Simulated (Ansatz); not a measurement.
TiO2:

```
Ti O
1.0
     6.15358   -1.88347    0.00000
     6.15358    1.88347    0.00000
    -1.92833    0.00000    6.32897
Ti O
4 8
Direct
  0.90007 0.90007 0.28960
  0.19529 0.19529 0.28376
  0.09993 0.09993 0.71040
  0.80471 0.80471 0.71624
  0.36193 0.36193 0.29340
  0.26349 0.26349 0.65250
  0.86719 0.86719 0.99529
  0.73651 0.73651 0.34750
  0.94165 0.94165 0.63002
  0.13281 0.13281 0.00471
  0.63807 0.63807 0.70660
  0.05835 0.05835 0.36998
```

The cell comes from a database or a generator and needn't be the stable form of this composition.

| Item | Value |
| --- | --- |
| Program | Ansatz 0.2.0 |
| Task | relaxation of cell and atoms |
| Functional | revPBE |
| Dispersion | D4 |
| Potentials or basis | Ansatz PAW |
| Cutoff | 420 eV (not typed: the program's choice for these potentials) |
| k mesh | 8 × 8 × 4 |
| Occupations | fermi-dirac, width 0.05 eV |
| Spin | no spin polarisation |

At the start: volume 12.23 Å³/atom.

Task: How do energy, volume and symmetry change on relaxing?

Result: It ends after 9 steps and the volume is 11.93 Å³/atom (-2.4 %); space group C2/m (No. 12, to 0.05 Å).

The path:
```tsv
step	energy change (eV)	largest force (eV/Å)	volume (Å³)
1	0.0000	0.2858	146.71
2	-0.0589	0.1391	144.24
3	-0.0707	0.0618	143.13
4	-0.0719	0.0234	143.18
5	-0.0718	0.0231	143.30
6	-0.0719	0.0032	143.27
7	-0.0612	0.0032	143.27
8	-0.0617	0.0017	143.17
9	-0.0613	0.0017	143.17
```

Final structure:
```
CELL_PARAMETERS angstrom
6.08957 -1.86284 -0.00671
6.08957 1.86284 -0.00671
-1.91517 0.00000 6.31239
ATOMIC_POSITIONS crystal
Ti 0.89962 0.89962 0.29014
Ti 0.19358 0.19358 0.28027
Ti 0.10038 0.10038 0.70986
Ti 0.80642 0.80642 0.71973
O 0.36206 0.36206 0.29544
O 0.26528 0.26528 0.65543
O 0.86712 0.86712 0.99757
O 0.73472 0.73472 0.34457
O 0.94150 0.94150 0.62983
O 0.13288 0.13288 0.00243
O 0.63794 0.63794 0.70456
O 0.05850 0.05850 0.37017
```

Caveat: the plane-wave basis is chosen anew once the cell has moved, so the energies of steps on either side of that aren't comparable; the pressure holds a Pulay correction of +0.6 GPa for the finite cutoff; the PAW data sets come from PBE, with cores solved anew for the run's functional, which leaves a small shift of forces and pressure.
